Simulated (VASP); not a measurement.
# Si (P6/mmm) in VASP: a series of runs

One crystal, Si, is run at these levels: PBE, LDA, PBEsol, RPBE; tasks: band structure.

Everything below comes from runs of VASP 6.6.1. Logs are shortened: lines on timing, memory, paths and dates and some standing lists are left out, and cuts for length are marked.

### 1 The structure

The structure is hexagonal, space group P6/mmm (No. 191). Conventional cell: a = 4.121 Å, b = 4.121 Å, c = 2.655 Å, α = 90.00°, β = 90.00°, γ = 120.00°. Si (site symmetry -6m2) is surrounded by 5 Si at 2.38 to 2.65 Å.

The cell was built by a generator and needn't be a form met in nature.

### 2 Band structure, PBE

The input, INCAR:

```
SYSTEM = Si
  PREC = Accurate
  ENCUT = 520
  EDIFF = 1E-7
  ISMEAR = -1
  SIGMA = 0.05
  LREAL = .False.
  LASPH = .True.
  NELM = 60
  ALGO = Normal
  ISIF = 2
  LWAVE = .False.
  LCHARG = .False.
  GGA = PE
```

The input, KPOINTS:

```
regular mesh
0
Gamma
  8 8 10
  0 0 0
```

The input, POSCAR:

```
Si
1.0
    4.1209500000      0.0000000000      0.0000000000
   -2.0604700000      3.5688500000      0.0000000000
    0.0000000000      0.0000000000      2.6547900000
Si
2
Direct
    0.3333300000      0.6666700000      0.5000000000
    0.6666700000      0.3333300000      0.5000000000
```

The input, KPOINTS_OPT:

```
path GMKGALHA,LM,KH
15
line-mode
reciprocal
 0.0000000000  0.0000000000  0.0000000000  G
 0.5000000000  0.0000000000  0.0000000000  M

 0.5000000000  0.0000000000  0.0000000000  M
 0.3333333333  0.3333333333  0.0000000000  K

 0.3333333333  0.3333333333  0.0000000000  K
 0.0000000000  0.0000000000  0.0000000000  G

 0.0000000000  0.0000000000  0.0000000000  G
 0.0000000000  0.0000000000  0.5000000000  A

 0.0000000000  0.0000000000  0.5000000000  A
 0.5000000000  0.0000000000  0.5000000000  L

 0.5000000000  0.0000000000  0.5000000000  L
 0.3333333333  0.3333333333  0.5000000000  H

 0.3333333333  0.3333333333  0.5000000000  H
 0.0000000000  0.0000000000  0.5000000000  A

 0.5000000000  0.0000000000  0.5000000000  L
 0.5000000000  0.0000000000  0.0000000000  M

 0.3333333333  0.3333333333  0.0000000000  K
 0.3333333333  0.3333333333  0.5000000000  H
```

Potentials or basis: VASP PAW PBE potentials, release 64 (Si).

The run is started by

```sh
$ cat potpaw_PBE.64/Si/POTCAR > POTCAR
$ mpirun -np 1 vasp_std > vasp.out
```

OUTCAR:

```text
SYSTEM = Si
   PREC = Accurate
   ENCUT = 520
   EDIFF = 1E-7
   ISMEAR = -1
   LREAL = .False.
   LASPH = .True.
   NELM = 60
   ISIF = 2
   GGA = PE

 ion  position               nearest neighbor table
   1  0.333  0.667  0.500-   2 2.38   2 2.38   2 2.38
   2  0.667  0.333  0.500-   1 2.38   1 2.38   1 2.38

  LATTYP: Found a hexagonal cell.
 ALAT       =     4.1209500000
 C/A-ratio  =     0.6442179595

  Lattice vectors:

 A1 = (   4.1209500000,   0.0000000000,   0.0000000000)
 A2 = (  -2.0604700000,   3.5688500000,   0.0000000000)
 A3 = (   0.0000000000,   0.0000000000,   2.6547900000)

Analysis of symmetry for initial positions (statically):
=====================================================================
 Subroutine PRICEL returns:
 Original cell was already a primitive cell.

 Routine SETGRP: Setting up the symmetry group for a
 hexagonal supercell.

 Subroutine GETGRP returns: Found  8 space group operations
 (whereof  8 operations were pure point group operations)
 out of a pool of 24 trial point group operations.

The static configuration has the point symmetry D_2h.

Analysis of symmetry for dynamics (positions and initial velocities):
=====================================================================
 Subroutine PRICEL returns:
 Original cell was already a primitive cell.

 Routine SETGRP: Setting up the symmetry group for a
 hexagonal supercell.

 Subroutine GETGRP returns: Found  8 space group operations
 (whereof  8 operations were pure point group operations)
 out of a pool of 24 trial point group operations.

The dynamic configuration has the point symmetry D_2h.

 Subroutine INISYM returns: Found  8 space group operations
 (whereof  8 operations are pure point group operations),
 and found     1 'primitive' translations

----------------------------------------------------------------------------------------

                                     Primitive cell

  volume of cell :      39.0441

  direct lattice vectors                    reciprocal lattice vectors
     4.120950000  0.000000000  0.000000000     0.242662493  0.140100813  0.000000000
    -2.060470000  3.568850000  0.000000000     0.000000000  0.280202306  0.000000000
     0.000000000  0.000000000  2.654790000     0.000000000  0.000000000  0.376677628

  length of vectors
     4.120950000  4.120949762  2.654790000     0.280202290  0.280202306  0.376677628

  position of ions in fractional coordinates (direct lattice)
     0.333330000  0.666670000  0.500000000
     0.666670000  0.333330000  0.500000000

  ion indices of the primitive-cell ions
   primitive index   ion index
                 1           1
                 2           2

----------------------------------------------------------------------------------------

 KPOINTS: regular mesh

Automatic generation of k-mesh.
 Grid dimensions read from file:
 generate k-points for:    8    8   10

 Generating k-lattice:

  Cartesian coordinates                     Fractional coordinates (reciprocal lattice)
     0.030332812  0.017512602  0.000000000     0.125000000  0.000000000  0.000000000
     0.000000000  0.035025288  0.000000000     0.000000000  0.125000000  0.000000000
     0.000000000  0.000000000  0.037667763     0.000000000  0.000000000  0.100000000

  Length of vectors
     0.035025286  0.035025288  0.037667763

  Shift w.r.t. Gamma in fractional coordinates (k-lattice)
     0.000000000  0.000000000  0.000000000

 Subroutine IBZKPT returns following result:
 ===========================================

 Found    126 irreducible k-points:

 Following reciprocal coordinates:
            Coordinates               Weight
  0.000000  0.000000  0.000000      1.000000
  0.125000  0.000000  0.000000      4.000000
 -0.125000  0.125000  0.000000      2.000000
  0.250000  0.000000  0.000000      4.000000
 -0.250000  0.250000  0.000000      2.000000
  0.375000  0.000000  0.000000      4.000000
[... 16 lines left out ...]
  0.125000  0.000000  0.100000      8.000000
 -0.125000  0.125000  0.100000      4.000000
 [... further k-points ...]
[... 50 lines left out ...]
      2      -0.2973      2.00000
      3       2.6035      2.00000
      4       5.3243      2.00000
      5       8.5764      0.00000
      6       9.4371      0.00000
      7      13.0397      0.00000
      8      14.0289      0.00000

 k-point     5 :      -0.2500    0.2500    0.0000
  band No.  band energies     occupation
      1      -5.5301      2.00000
      2      -0.2972      2.00000
      3       2.6033      2.00000
      4       5.3241      2.00000
      5       8.5764      0.00000
      6       9.4372      0.00000
      7      13.0397      0.00000
      8      14.0289      0.00000

 k-point     6 :       0.3750    0.0000    0.0000
  band No.  band energies     occupation
      1      -4.8368      2.00000
      2      -1.8140      2.00000
      3       2.2528      2.00000
      4       5.0195      2.00000
      5      10.6129      0.00000
      6      11.3909      0.00000
      7      13.5903      0.00000
      8      14.2708      0.00000

 k-point     7 :      -0.3750    0.3750    0.0000
  band No.  band energies     occupation
      1      -4.8368      2.00000
      2      -1.8138      2.00000
      3       2.2526      2.00000
      4       5.0193      2.00000
      5      10.6130      0.00000
      6      11.3911      0.00000
      7      13.5902      0.00000
      8      14.2709      0.00000
[... 133 lines left out ...]
 k-point    20 :       0.3750    0.2500    0.0000
  band No.  band energies     occupation
      1      -3.7958      2.00000
      2      -3.0058      2.00000
      3       0.8031      2.00000
      4       7.8836      0.00000
      5       9.9981      0.00000
      6      10.7777      0.00000
      7      14.4142      0.00000
      8      15.0859      0.00000

 k-point    21 :       0.3750    0.3750    0.0000
  band No.  band energies     occupation
      1      -3.7959      2.00000
      2      -3.0056      2.00000
      3       0.8031      2.00000
      4       7.8835      0.00000
      5       9.9980      0.00000
      6      10.7779      0.00000
      7      14.4140      0.00000
      8      15.0861      0.00000

 k-point    22 :       0.0000    0.0000    0.1000
  band No.  band energies     occupation
      1      -5.9402      2.00000
      2       3.4731      2.00000
      3       3.4735      2.00000
      4       3.6262      2.00000
      5       7.6123      0.00000
      6       7.6126      0.00000
      7       9.6921      0.00000
      8      12.5261      0.00000

 k-point    23 :       0.1250    0.0000    0.1000
  band No.  band energies     occupation
      1      -5.7856      2.00000
      2       1.6685      2.00000
      3       3.2287      2.00000
      4       5.1707      2.00000
      5       7.5839      0.00000
      6       8.1827      0.00000
      7       9.9062      0.00000
      8      13.3245      0.00000

 k-point    24 :      -0.1250    0.1250    0.1000
  band No.  band energies     occupation
      1      -5.7856      2.00000
      2       1.6686      2.00000
      3       3.2285      2.00000
      4       5.1707      2.00000
      5       7.5838      0.00000
      6       8.1830      0.00000
      7       9.9062      0.00000
      8      13.3245      0.00000

 [... further k-points ...]
[... 5 lines left out ...]
  --------------------------------------------------------------------------------------
  -------------------------------------------------------------------------------------
  Total        0.0603207      0.0608913     -0.1443431      0.0004942      0.0000000      0.0000000
  in kB        2.4752621      2.4986769     -5.9231231      0.0202782      0.0000000      0.0000000
  external PRESSURE =      -0.3163947 kB  Pullay stress =       0.0000000 kB

 VOLUME and BASIS-vectors are now :
 -----------------------------------------------------------------------------
  energy-cutoff  :      520.00
  volume of cell :       39.04
      direct lattice vectors                 reciprocal lattice vectors
     4.120950000  0.000000000  0.000000000     0.242662493  0.140100813  0.000000000
    -2.060470000  3.568850000  0.000000000     0.000000000  0.280202306  0.000000000
     0.000000000  0.000000000  2.654790000     0.000000000  0.000000000  0.376677628

 POSITION                                       TOTAL-FORCE (eV/Angst)
 -----------------------------------------------------------------------------------
     -0.00002      2.37925      1.32740         0.000432     -0.000250      0.000000
      2.06050      1.18960      1.32740        -0.000432      0.000250      0.000000
 -----------------------------------------------------------------------------------
    total drift:                                0.000000     -0.000000     -0.000000

  FREE ENERGIE OF THE ION-ELECTRON SYSTEM (eV)
  ---------------------------------------------------
  free  energy   TOTEN  =       -10.0862536696 eV

  energy  without entropy=      -10.0800961746  energy(sigma->0) =      -10.08317492
```

Wall time 34 s (1 thread of Intel Xeon Platinum 8488C (Sapphire Rapids), shared host); peak memory 0.18 GiB.

What came out:

- Free energy: -10.0863 eV
- Pressure: 0.0 GPa
- Band gap along the path: none (metal or under the smearing width)

Levels at the corners of the path, in eV from the Fermi level:
```csv
point,band 2,band 3,band 4,band 5,band 6,band 7
Γ,-2.87,-2.87,-2.75,1.26,1.26,5.58
M,-8.79,-4.05,-1.30,6.16,7.05,7.14
M,-8.79,-4.05,-1.30,6.16,7.05,7.14
K,-9.57,-5.51,3.00,3.00,4.01,8.57
K,-9.57,-5.51,3.00,3.00,4.01,8.57
Γ,-2.87,-2.87,-2.75,1.26,1.26,5.58
Γ,-2.87,-2.87,-2.75,1.26,1.26,5.58
A,-5.89,-0.17,-0.17,1.21,3.16,4.30
A,-5.89,-0.17,-0.17,1.21,3.16,4.30
L,-4.99,-4.24,-2.59,-1.20,2.89,3.91
L,-4.99,-4.24,-2.59,-1.20,2.89,3.91
H,-5.68,-3.41,-3.41,-2.41,2.13,7.04
H,-5.68,-3.41,-3.41,-2.41,2.13,7.04
A,-5.89,-0.17,-0.17,1.21,3.16,4.30
L,-4.99,-4.24,-2.59,-1.20,2.89,3.91
M,-8.79,-4.05,-1.30,6.16,7.05,7.14
K,-9.57,-5.51,3.00,3.00,4.01,8.57
H,-5.68,-3.41,-3.41,-2.41,2.13,7.04
```

### 3 Band structure, LDA

POSCAR is that of step 2.

The input, INCAR.step1:

```
  ALGO = Normal
  EDIFF = 1E-6
  ENCUT = 520
  ISIF = 2
  ISMEAR = -1
  LASPH = True
  LCHARG = True
  LREAL = False
  LWAVE = False
  NBANDS = 11
  NELM = 100
  PREC = Accurate
  SIGMA = 0.05
```

The input, KPOINTS.step1:

```
k-points
0
Gamma
  8 8 10
```

The input, INCAR.step2:

```
  ALGO = Normal
  EDIFF = 1E-6
  ENCUT = 520
  ICHARG = 11
  ISIF = 2
  ISMEAR = 0
  LASPH = True
  LCHARG = False
  LREAL = False
  LWAVE = False
  NBANDS = 11
  NELM = 100
  PREC = Accurate
  SIGMA = 0.05
```

The input, KPOINTS.step2:

```
path GMKGALHA,LM,KH
15
line-mode
reciprocal
 0.0000000000  0.0000000000  0.0000000000  G
 0.5000000000  0.0000000000  0.0000000000  M

 0.5000000000  0.0000000000  0.0000000000  M
 0.3333333333  0.3333333333  0.0000000000  K

 0.3333333333  0.3333333333  0.0000000000  K
 0.0000000000  0.0000000000  0.0000000000  G

 0.0000000000  0.0000000000  0.0000000000  G
 0.0000000000  0.0000000000  0.5000000000  A

 0.0000000000  0.0000000000  0.5000000000  A
 0.5000000000  0.0000000000  0.5000000000  L

 0.5000000000  0.0000000000  0.5000000000  L
 0.3333333333  0.3333333333  0.5000000000  H

 0.3333333333  0.3333333333  0.5000000000  H
 0.0000000000  0.0000000000  0.5000000000  A

 0.5000000000  0.0000000000  0.5000000000  L
 0.5000000000  0.0000000000  0.0000000000  M

 0.3333333333  0.3333333333  0.0000000000  K
 0.3333333333  0.3333333333  0.5000000000  H
```

Potentials or basis: VASP PAW LDA potentials, release 64 (Si).

The run is started by

```sh
$ cat potpaw_LDA.64/Si/POTCAR > POTCAR
$ cp INCAR.step1 INCAR
$ cp KPOINTS.step1 KPOINTS
$ mpirun -np 1 vasp_std > vasp.out
$ cp INCAR.step2 INCAR
$ cp KPOINTS.step2 KPOINTS
$ mpirun -np 1 vasp_std > vasp.out
```

Wall time 30 s (1 thread of Intel Xeon Platinum 8488C (Sapphire Rapids), shared host); peak memory 0.16 GiB.

Results (log left out):

- Band gap along the path: none (metal or under the smearing width)

Levels at the corners of the path, in eV from the Fermi level:
| point | band 1 | band 2 | band 3 | band 4 | band 5 | band 6 | band 7 | band 8 | band 9 |
| --- | --- | --- | --- | --- | --- | --- | --- | --- | --- |
| Γ | -12.25 | -2.80 | -2.80 | -2.75 | 1.28 | 1.28 | 5.48 | 6.32 | 8.72 |
| M | -10.42 | -8.74 | -3.99 | -1.32 | 6.16 | 7.01 | 7.12 | 7.75 | 8.18 |
| M | -10.42 | -8.74 | -3.99 | -1.32 | 6.16 | 7.01 | 7.12 | 7.75 | 8.18 |
| K | -9.51 | -9.51 | -5.48 | 3.00 | 3.00 | 3.98 | 8.50 | 8.50 | 10.19 |
| K | -9.51 | -9.51 | -5.48 | 3.00 | 3.00 | 3.98 | 8.50 | 8.50 | 10.19 |
| Γ | -12.25 | -2.80 | -2.80 | -2.75 | 1.28 | 1.28 | 5.48 | 6.32 | 8.72 |
| Γ | -12.25 | -2.80 | -2.80 | -2.75 | 1.28 | 1.28 | 5.48 | 6.32 | 8.72 |
| A | -8.37 | -5.84 | -0.12 | -0.12 | 1.23 | 3.06 | 4.31 | 4.31 | 5.38 |
| A | -8.37 | -5.84 | -0.12 | -0.12 | 1.23 | 3.06 | 4.31 | 4.31 | 5.38 |
| L | -6.52 | -4.95 | -4.19 | -2.55 | -1.15 | 2.86 | 3.95 | 5.00 | 9.85 |
| L | -6.52 | -4.95 | -4.19 | -2.55 | -1.15 | 2.86 | 3.95 | 5.00 | 9.85 |
| H | -5.63 | -5.63 | -3.36 | -3.36 | -2.37 | 2.12 | 6.98 | 6.99 | 7.04 |
| H | -5.63 | -5.63 | -3.36 | -3.36 | -2.37 | 2.12 | 6.98 | 6.99 | 7.04 |
| A | -8.37 | -5.84 | -0.12 | -0.12 | 1.23 | 3.06 | 4.31 | 4.31 | 5.38 |
| L | -6.52 | -4.95 | -4.19 | -2.55 | -1.15 | 2.86 | 3.95 | 5.00 | 9.85 |
| M | -10.42 | -8.74 | -3.99 | -1.32 | 6.16 | 7.01 | 7.12 | 7.75 | 8.18 |
| K | -9.51 | -9.51 | -5.48 | 3.00 | 3.00 | 3.98 | 8.50 | 8.50 | 10.19 |
| H | -5.63 | -5.63 | -3.36 | -3.36 | -2.37 | 2.12 | 6.98 | 6.99 | 7.04 |

Caveat: the log is that of the step along the path at fixed density, whose energy, stress, charges and moments have no meaning.

### 4 Band structure, PBEsol

POSCAR is that of step 3.

The input, INCAR.step1:

```
ALGO = Normal
EDIFF = 1E-6
ENCUT = 520
GGA = PS
ISIF = 2
ISMEAR = -1
LASPH = True
LCHARG = True
LREAL = False
LWAVE = False
NBANDS = 11
NELM = 60
PREC = Accurate
SIGMA = 0.05
```

KPOINTS.step1 is that of step 3.

The input, INCAR.step2:

```
ALGO = Normal
EDIFF = 1E-6
ENCUT = 520
GGA = PS
ICHARG = 11
ISIF = 2
ISMEAR = 0
LASPH = True
LCHARG = False
LREAL = False
LWAVE = False
NBANDS = 11
NELM = 60
PREC = Accurate
SIGMA = 0.05
```

Changes to KPOINTS.step2 since step 3:

```diff
@@ -1,3 +1,3 @@
 path GMKGALHA,LM,KH
-15
+20
 line-mode
```

Potentials or basis: VASP PAW PBE potentials, release 64 (Si).

The run is started by

```sh
$ cat potpaw_PBE.64/Si/POTCAR > POTCAR
$ cp INCAR.step1 INCAR
$ cp KPOINTS.step1 KPOINTS
$ mpirun -np 1 vasp_std > vasp.out
$ cp INCAR.step2 INCAR
$ cp KPOINTS.step2 KPOINTS
$ mpirun -np 1 vasp_std > vasp.out
```

Run time: 39 s. Hardware: 1 thread of Intel Xeon Platinum 8488C (Sapphire Rapids), shared host; peak memory 0.17 GiB.

It converged, with:

* Band gap along the path: none (metal or under the smearing width)

Levels at the corners of the path, in eV from the Fermi level:
```csv
point,band 1,band 2,band 3,band 4,band 5,band 6,band 7,band 8,band 9
Γ,-12.29,-2.83,-2.83,-2.71,1.25,1.25,5.46,6.39,8.73
M,-10.45,-8.77,-4.02,-1.33,6.20,7.03,7.15,7.83,8.16
M,-10.45,-8.77,-4.02,-1.33,6.20,7.03,7.15,7.83,8.16
K,-9.54,-9.54,-5.52,3.02,3.02,3.96,8.59,8.59,10.18
K,-9.54,-9.54,-5.52,3.02,3.02,3.96,8.59,8.59,10.18
Γ,-12.29,-2.83,-2.83,-2.71,1.25,1.25,5.46,6.39,8.73
Γ,-12.29,-2.83,-2.83,-2.71,1.25,1.25,5.46,6.39,8.73
A,-8.37,-5.89,-0.12,-0.12,1.24,3.19,4.32,4.32,5.31
A,-8.37,-5.89,-0.12,-0.12,1.24,3.19,4.32,4.32,5.31
L,-6.52,-4.95,-4.24,-2.59,-1.15,2.89,3.88,4.98,9.93
L,-6.52,-4.95,-4.24,-2.59,-1.15,2.89,3.88,4.98,9.93
H,-5.62,-5.62,-3.40,-3.40,-2.38,2.05,7.04,7.06,7.06
H,-5.62,-5.62,-3.40,-3.40,-2.38,2.05,7.04,7.06,7.06
A,-8.37,-5.89,-0.12,-0.12,1.24,3.19,4.32,4.32,5.31
L,-6.52,-4.95,-4.24,-2.59,-1.15,2.89,3.88,4.98,9.93
M,-10.45,-8.77,-4.02,-1.33,6.20,7.03,7.15,7.83,8.16
K,-9.54,-9.54,-5.52,3.02,3.02,3.96,8.59,8.59,10.18
H,-5.62,-5.62,-3.40,-3.40,-2.38,2.05,7.04,7.06,7.06
```

Caveat: the log is that of the step along the path at fixed density, whose energy, stress, charges and moments have no meaning; the PAW data sets were made with another functional, which shifts forces and pressure a little.

### 5 Band structure, RPBE

POSCAR is that of step 4.

The input, INCAR.step1:

```
SYSTEM = Si
ALGO = Normal
EDIFF = 1E-7
ENCUT = 520
GGA = RP
ISIF = 2
ISMEAR = -1
LASPH = .True.
LCHARG = .True.
LREAL = .False.
LWAVE = .False.
NBANDS = 11
NELM = 60
PREC = Accurate
SIGMA = 0.05
```

The input, KPOINTS.step1:

```
k-points
0
Gamma
  8 8 10
  0 0 0
```

The input, INCAR.step2:

```
SYSTEM = Si
ALGO = Normal
EDIFF = 1E-7
ENCUT = 520
GGA = RP
ICHARG = 11
ISIF = 2
ISMEAR = 0
LASPH = .True.
LCHARG = .False.
LREAL = .False.
LWAVE = .False.
NBANDS = 11
NELM = 60
PREC = Accurate
SIGMA = 0.05
```

Changes to KPOINTS.step2 since step 4:

```diff
@@ -1,3 +1,3 @@
 path GMKGALHA,LM,KH
-20
+15
 line-mode
```

The run is started by

```sh
$ cat potpaw_PBE.64/Si/POTCAR > POTCAR
$ cp INCAR.step1 INCAR
$ cp KPOINTS.step1 KPOINTS
$ mpirun -np 1 vasp_std > vasp.out
$ cp INCAR.step2 INCAR
$ cp KPOINTS.step2 KPOINTS
$ mpirun -np 1 vasp_std > vasp.out
```

It took 38 s on 1 thread of Intel Xeon Platinum 8488C (Sapphire Rapids), shared host; peak memory 0.17 GiB.

The run converged. Its results:

* Band gap along the path: none (metal or under the smearing width)

Levels at the corners of the path, in eV from the Fermi level:
```tsv
point	band 2	band 3	band 4	band 5	band 6	band 7
Γ	-2.91	-2.91	-2.73	1.23	1.23	5.63
M	-8.81	-4.08	-1.28	6.14	7.05	7.13
M	-8.81	-4.08	-1.28	6.14	7.05	7.13
K	-9.59	-5.52	2.99	2.99	4.02	8.59
K	-9.59	-5.52	2.99	2.99	4.02	8.59
Γ	-2.91	-2.91	-2.73	1.23	1.23	5.63
Γ	-2.91	-2.91	-2.73	1.23	1.23	5.63
A	-5.91	-0.20	-0.20	1.20	3.25	4.26
A	-5.91	-0.20	-0.20	1.20	3.25	4.26
L	-5.00	-4.28	-2.62	-1.23	2.91	3.85
L	-5.00	-4.28	-2.62	-1.23	2.91	3.85
H	-5.68	-3.44	-3.44	-2.43	2.12	7.01
H	-5.68	-3.44	-3.44	-2.43	2.12	7.01
A	-5.91	-0.20	-0.20	1.20	3.25	4.26
L	-5.00	-4.28	-2.62	-1.23	2.91	3.85
M	-8.81	-4.08	-1.28	6.14	7.05	7.13
K	-9.59	-5.52	2.99	2.99	4.02	8.59
H	-5.68	-3.44	-3.44	-2.43	2.12	7.01
```

Caveat: the log is that of the step along the path at fixed density, whose energy, stress, charges and moments have no meaning; the PAW data sets were made with another functional, which shifts forces and pressure a little.
